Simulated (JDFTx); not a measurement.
A run of JDFTx 1.7.0 (patched build) is set up as follows.

File ZrB2.in:

```
lattice \
    5.9904318151    -2.9952159075     0.0000000000 \
    0.0000000000     5.1878661315     0.0000000000 \
    0.0000000000     0.0000000000     6.6764023983
coords-type Lattice
ion Zr     0.0000000000     0.0000000000     0.0000000000 1
ion B      0.6666666667     0.3333333333     0.5000000000 1
ion B      0.3333333333     0.6666666667     0.5000000000 1

ion-species pseudo/Zr.upf
ion-species pseudo/B.upf
elec-cutoff 38
elec-ex-corr gga-PBE
kpoint-folding 10 10 8
elec-smearing Fermi 0.0018374661
elec-n-bands 15
electronic-SCF nIterations 100 energyDiffThreshold 1e-09
electronic-minimize nIterations 30 energyDiffThreshold 1e-7
converge-empty-states yes
forces-output-coords Cartesian

dump-name run.$VAR
dump End Ecomponents EigStats BandEigs Kpoints Forces Stress ElecDensity Dtot KEdensity
```

Potentials or basis: PseudoDojo-SR-PBE-0.5-standard.

Launch:

```sh
$ jdftx -c 1 -i ZrB2.in -o ZrB2.out
```

Question: Predict the Loewdin charges.

Answer: Zr +0.73; B -0.35 e.

Question: What does it give for the band gap on the k mesh?

Answer: None (metal or under the smearing width).

Question: What does it give for the pressure?

Answer: 0.8 GPa.

Stress tensor (GPa, compression positive):
```
0.36 0.00 0.00
0.00 0.36 0.00
0.00 0.00 1.63
```

Caveat: the empty levels aren't tightly converged.
